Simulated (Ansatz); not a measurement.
The system is SnO.

```
Sn O
1.0
     3.81370    0.00000    0.00000
     0.00000    3.81370    0.00000
     0.00000    0.00000    4.88691
Sn O
2 2
Direct
  0.50000 0.00000 0.76463
  0.00000 0.50000 0.23537
  0.00000 0.00000 0.00000
  0.50000 0.50000 0.00000
```

The cell is a database's computed one.

Base run:

- Program: Ansatz 0.2.0
- Functional: PBE
- Potentials or basis: Ansatz PAW
- Cutoff: 420 eV (not typed: the program's choice for these potentials)
- k mesh: 5 × 5 × 5
- Occupations: fermi-dirac, width 0.05 eV
- Spin: spin-orbit coupling, no magnetisation

Its results: pressure 3.6 GPa; largest force 0.368 eV/Å.

Question: The run is repeated on the same cell with these changes: functional from PBE to LDA. What comes out?

Answer: Pressure -3.3 GPa; largest force 0.237 eV/Å.

LDA binds more tightly than PBE, so the same cell stands under less pressure.

Caveats: the PAW data sets come from PBE, with cores solved anew for the run's functional, which leaves a small shift of forces and pressure (some runs).
